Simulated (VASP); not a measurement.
## Li2S: G0W0 quasiparticle levels with PBE

Li2S:

```
S Li
1.0
     0.00000    2.84450    2.84450
     2.84450    0.00000    2.84450
     2.84450    2.84450    0.00000
S Li
1 2
Cartesian
  0.0000 0.0000 0.0000
  4.2668 4.2668 4.2668
  1.4223 1.4223 1.4223
```

```json
{"Program": "VASP 6.6.1", "Task": "G0W0 quasiparticle levels", "Functional": "PBE", "Potentials or basis": "VASP PAW PBE potentials, release 64 (S_GW, Li_GW)", "Cutoff": "450 eV", "k mesh": "4 × 4 × 4", "Occupations": "gaussian, width 0.01 eV", "Spin": "no spin polarisation", "Cutoff of the response function": "100", "Frequency points": "48", "Empty bands": "154", "GW scheme": "G0W0", "GW iterations": "1", "Further INCAR settings": "ALGO = EVGW0; EDIFF = 1e-08; NBANDS = 158"}
```

```json
{
 "Band gap on the k mesh, mean-field level": "3.38 eV, indirect (least direct gap 4.29 eV)",
 "Quasiparticle gap": "4.95 eV",
 "Least direct quasiparticle gap": "5.93 eV"
}
```

Levels at points of the mesh, in eV from the valence-band top:
```
           k point  band 1  band 2  band 3  band 4  band 5  band 6  band 7  band 8
(0.00, 0.00, 0.00)  -11.05    0.00    0.00    0.00    4.29    6.22    6.22    6.22
(0.50, 0.00, 0.00)  -10.61   -2.90   -0.51   -0.51    6.11    6.56    6.56    8.44
(0.50, 0.50, 0.00)  -10.48   -2.18   -1.43   -1.43    3.38    7.07   11.13   11.13
```

It took 3 min on 1 thread of Intel(R) Xeon(R) Platinum 8175M CPU @ 2.50GHz (Skylake/Cascade Lake) (shared host), peak memory 0.36 GiB.

Caveat: the k mesh is coarse (spacing up to 0.48 Å⁻¹), so the values aren't converged; bands, screening cutoff and mesh are small and nothing is extrapolated, so the quasiparticle values aren't converged. A k mesh can miss the band edges.
